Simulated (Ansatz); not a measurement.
Sb, 2 atoms in the cell. It takes space group P6_3/mmc (No. 194, hexagonal). The conventional cell has a = 3.355 Å, b = 3.355 Å, c = 5.470 Å, α = 90.00°, β = 90.00°, γ = 120.00°. Around Sb (site symmetry -6m2) lie 12 Sb at 3.35 Å. This isn't the form of Sb at room conditions, which is rhombohedral.

| Quantity | Value |
| --- | --- |
| Program | Ansatz 0.2.0 |
| Task | single point |
| Functional | HSE06 form with a typed share of exact exchange |
| Potentials or basis | Ansatz PAW |
| Cutoff | 420 eV (not typed: the program's choice for these potentials) |
| k mesh | 5 × 5 × 3 |
| Occupations | fermi-dirac, width 0.05 eV |
| Spin | no spin polarisation |
| Screening (1/Å) | 0.2 |
| Share of exact exchange | 0.4 |

Potentials or basis: Ansatz PAW.

Run with:

```console
$ ansatz run input.yaml --threads 2 --pin off --max-ram 5632MiB --backend cpu --events-out ev --progress --plain --runs-dir out
```

Hardware: 2 threads of Intel(R) Xeon(R) Processor @ 2.70GHz (shared host).

Task: Estimate the wall time of this run.

Result: It took 19 s on 2 threads of Intel(R) Xeon(R) Processor @ 2.70GHz (shared host), peak memory 0.72 GiB. Counts: scf iterations 17, plane waves 1087, k points 10, bands 19.
